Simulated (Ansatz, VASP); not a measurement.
# Two plane-wave programs on Pb

File INCAR:

```
SYSTEM = Pb
  PREC = Accurate
  ENCUT = 520
  EDIFF = 1E-6
  ISMEAR = 0
  SIGMA = 0.05
  LREAL = .FALSE.
  LASPH = .TRUE.
  NELM = 100
  ALGO = Normal
  ISIF = 2
  LWAVE = .FALSE.
  LCHARG = .FALSE.
  GGA = CA
  NBANDS = 13
```

The input KPOINTS:

```
regular mesh
0
G
  14 14 14
  0 0 0
```

POSCAR

```
Pb
1.0
    0.0000000000      2.4397252392      2.4397252392
    2.4397252392      0.0000000000      2.4397252392
    2.4397252392      2.4397252392      0.0000000000
Pb
1
Direct
    0.0000000000      0.0000000000      0.0000000000
```

Input for Ansatz:

```yaml
crystal:
  lattice:
    - [0.0, 2.4397252392, 2.4397252392]
    - [2.4397252392, 0.0, 2.4397252392]
    - [2.4397252392, 2.4397252392, 0.0]
  atoms:
    - { symbol: Pb, position: [0.0, 0.0, 0.0] }
basis:
  ecutwfc: 600
  ecutrho_ratio: 5
kpoints:
  mp_grid: { grid: [14, 14, 14] }
hamiltonian:
  xc: lda
scf:
  occupations: { method: gaussian, width: 0.05 }
output:
  forces: true
  stress: true
  eigenvalues: true
```

Alike in both runs: task single point; functional LDA; k mesh 14 × 14 × 14; occupations gaussian, width 0.05 eV; no spin polarisation.

|  | VASP | Ansatz |
| --- | --- | --- |
| version | VASP 6.6.1 | Ansatz 0.2.0 |
| potentials or method | VASP PAW LDA potentials, release 64 (Pb_d) | scalar-relativistic, plane waves, PAW |
| plane-wave cutoff (eV) | 520 | 600 |
| valence electrons in the cell | 14 | 14 |

```csv
,VASP,Ansatz,Ansatz less VASP
pressure (GPa),0.1,0.0,-0.07
```

Spin-orbit coupling is left out, which matters for the levels of Pb.
